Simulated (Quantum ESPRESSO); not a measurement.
# GaN: zone-centre phonons under several settings

```xyz
4
Lattice="3.1800 0.0000 0.0000 -1.5900 2.7540 0.0000 0.0000 0.0000 5.1660" Properties=species:S:1:pos:R:3 pbc="T T T"
Ga    1.5900    0.9180    2.5830
Ga    0.0000    1.8360    0.0000
N     1.5900    0.9180    4.5203
N     0.0000    1.8360    1.9373
```

All runs used Quantum ESPRESSO 7.5; k mesh 6 × 6 × 2, shifted; given cell, atoms relaxed; no spin polarisation; occupations smeared at first, fixed for the response.

```csv
level,potentials,cutoff (eV),pressure (GPa),lowest optical mode without the field (cm⁻¹),highest optical mode without the field (cm⁻¹),sum of the Born charges (e)
PBE,JTH 2.0 PBE,707,7.2,134,689,-0.07
PBE,PseudoDojo 0.4.1 SR PBE standard,1143,7.5,135,692,-0.06
PBE,SPMS 1.0 PBE,1197,7.9,135,694,-0.06
PBE,Ansatz NC SR PBE,1238,7.6,134,692,-0.06
PBE,SSSP 1.3 efficiency PBE,952,6.8,135,693,-0.05
PBE,GBRV 1.5 PBE,762,?,?,?,?
```

Question: What stands in the row left open?

Answer: Pressure 7.6 GPa; lowest optical mode without the field 134 cm⁻¹; highest optical mode without the field 692 cm⁻¹; sum of the Born charges -0.07 e.

Caveats: all runs use coarse meshes; the cell is more than 3 GPa from zero pressure, which shifts response properties; before the sum rule the acoustic modes lie tens of cm⁻¹ from zero, a sign that the density grid also shifts the optical modes (some runs).

For the row left open. Caveat: the k mesh is coarse (spacing up to 0.61 Å⁻¹), so the values aren't converged; the mesh is thin for the dielectric tensor, Born charges and intensities, which usually come out too large; the cell is more than 3 GPa from zero pressure, which shifts response properties; the Born charges break their sum rule by 0.07 e, a sign of too thin a mesh.

The runs don't all hold the same shells in valence.
